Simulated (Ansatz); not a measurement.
Calculated Zn-67 NMR of the central transition for Zn₃Sn₂O₇

Cell: a Materials Project structure (computed, not necessarily an observed phase), atoms as given.

Space group Cmc2_1 (No. 36); a = 19.0614, b = 5.4296, c = 5.3885 Å.

| site | Wyckoff | site symmetry | x | y | z |
| --- | --- | --- | --- | --- | --- |
| Zn1 | 4a | m.. | 0.5000 | 0.7564 | 0.2724 |
| Zn3 | 8b | 1 | 0.2962 | 0.7190 | 0.2084 |
| Sn | 8b | 1 | 0.6038 | 0.2469 | 0.2448 |
| O11 | 8b | 1 | 0.7941 | 0.8659 | 0.3347 |
| O15 | 8b | 1 | 0.3647 | 0.0841 | 0.9173 |
| O19 | 8b | 1 | 0.4249 | 0.5829 | 0.0741 |
| O21 | 4a | m.. | 0.5000 | 0.1215 | 0.1492 |

One atom of each set is listed; the run and its k-mesh use a cell of 24 atoms with edges of 9.91, 9.91, 5.39 Å.

Level of theory: DFT, r2SCAN, plane waves and PAW, scalar-relativistic, 500 eV cutoff, Γ-centred 4×4×4 k-points, Fermi–Dirac smearing 0.02 eV (Ansatz 0.2.0).

Zn-67 has I = 5/2 and Q = 122.0 mb (Pyykkö 2018); at 16.4 T its Larmor frequency is ν₀ = 43.8 MHz. Only the quadrupole interaction is simulated: positions count from each site's isotropic chemical shift, and shift anisotropy, dipolar and J coupling are left out.

Task: Give C_Q, η, the quadrupolar product P_Q = |C_Q|(1 + η²/3)^½, the second-order isotropic shift and the breadth of the pattern (static powder) for each Zn site.

Result: 

```tsv
site	first shell	C_Q (MHz)	η	P_Q (MHz)	δ_QIS (ppm)	breadth (kHz)
Zn1	4 O at 2.02–2.14 Å; also 4 O at 2.83–2.84 Å	-13.9	0.94	15.8	-783	257
Zn3	4 O at 2.02–2.07 Å; also 2 O at 2.66–2.85 Å	-9.10	0.79	10.0	-313	102
```

δ_QIS = −(ν_Q²/30ν₀²)[I(I+1) − 3/4](1 + η²/3) × 10⁶ ppm with ν_Q = 3|C_Q|/[2I(2I−1)]; it falls as 1/B₀² in ppm, and the breadth as 1/B₀ in kHz.

At this cell the r2SCAN pressure is -8 GPa, so with r2SCAN the cell would shrink if it were relaxed. The entry's cell may itself be off. With these PAW files V_zz is typically within 2 to 3 % of all-electron values, but misses above 10 % occur on Zn.
